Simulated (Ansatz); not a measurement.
Predict the output of the script below (Ansatz 0.2.0, Python API).

The script, `formation_c3n4.py`:
```python
"""Formation energy of C3N4 from the elements, after relaxing atoms and volume at fixed cell shape."""

from collections import Counter
import warnings

import ansatz
import numpy as np

PHASES = {
    "C3N4": (
        [[3.456765, 0.0, 0.0], [0.0, 3.456765, 0.0], [0.0, 0.0, 3.456765]],
        [
            ("C", [0.0, 0.0, 0.5]),
            ("C", [0.5, 0.0, 0.0]),
            ("C", [0.0, 0.5, 0.0]),
            ("N", [0.245687, 0.245687, 0.754313]),
            ("N", [0.754313, 0.754313, 0.754313]),
            ("N", [0.245687, 0.754313, 0.245687]),
            ("N", [0.754313, 0.245687, 0.245687]),
        ],
    ),
    "C": (
        [[1.22802871, 0.70900271, 3.34701145], [-1.22802871, 0.70900271, 3.34701145], [0.0, -1.41800541, 3.34701145]],
        [
            ("C", [0.836, 0.836, 0.836]),
            ("C", [0.164, 0.164, 0.164]),
        ],
    ),
    "N2": (
        [[9.0, 0.0, 0.0], [0.0, 9.5, 0.0], [0.0, 0.0, 10.0]],
        [
            ("N", [0.5, 0.5, 0.4445]),
            ("N", [0.5, 0.5, 0.5555]),
        ],
    ),
}


def build(vectors, sites):
    crystal = ansatz.Crystal(lattice=ansatz.Lattice.of(vectors))
    for symbol, position in sites:
        crystal = crystal.atom(symbol, position)
    return crystal

GASES = {"N2"}


def ground_state(name, crystal):
    calc = (
        crystal.calculation()
        .basis(16 * ansatz.Ha)
        .functional("pbesol")
        .kpoints(spacing=0.27)
        .occupations("fermi_dirac", width=0.05)
        .stress()
    )
    if name in GASES:
        return calc.kpoints(1, 1, 1).relax(force_tolerance=0.01).run(threads=1)
    calc = calc.relax(force_tolerance=0.01, fix_cell=["shape"])
    return calc.run(threads=1)


def counts(outcome):
    return Counter(site.symbol for site in outcome.lattice.sites)

def formation_energy(outcome, mu):
    n = counts(outcome)
    return (outcome.report["energy_sigma0_ev"] - sum(k * mu[element] for element, k in n.items())) / sum(n.values())


def volume_per_atom(outcome):
    return abs(np.linalg.det(outcome.lattice.cell_ang)) / len(outcome.lattice.sites)

warnings.simplefilter("ignore")

phases = {name: build(*cell) for name, cell in PHASES.items()}

done = {name: ground_state(name, crystal) for name, crystal in phases.items()}

# chemical potentials of the elements at zero temperature
references = {"C": "C", "N": "N2"}
mu = {element: done[name].report["energy_sigma0_ev"] / len(done[name].lattice.sites) for element, name in references.items()}

target = done["C3N4"]
heat = formation_energy(target, mu)
rows = [(name, len(o.lattice.sites), volume_per_atom(o), formation_energy(o, mu)) for name, o in done.items()]
print("     phase       atoms  V (A^3/atom)  E_form (eV/atom)")
for row in rows:
    print(f"{str(row[0]):>10}  {row[1]:10d}  {row[2]:12.3f}  {row[3]:16.4f}")
# no correction for the overbinding of the gas molecule is applied
```

`python formation_c3n4.py` gives:
```text
     phase       atoms  V (A^3/atom)  E_form (eV/atom)
      C3N4           7         5.766            0.4833
         C           2         8.784            0.0000
        N2           2       427.500            0.0000
```

The Fermi level of a run with fixed occupations marks the highest occupied state on its mesh, not mid-gap. The k-point mesh is coarse, and energy and stress weren't tested for convergence. The program warned that this SCF threshold is loose for forces or stresses. Atoms and volume are relaxed with the cell's shape held, which in cells of lower than cubic symmetry can hide stresses and shift volumes. An opening on this mesh may only mean that it misses a point where bands touch. The cells come from databases of deposited and of computed structures, and not all need be stable phases. The compound is the structure given, not necessarily its lowest; energies are at zero temperature, with no correction for gases. A semilocal functional's error on such energies is often 0.05 to 0.1 eV an atom, and 0.1 to 0.3 eV against gases such as O2 or F2. The script silences warnings, which a real study should read. Wall time of the script: 26 s on 1 thread of Arm Neoverse V2, with other jobs on the host, peak memory 0.71 GiB.
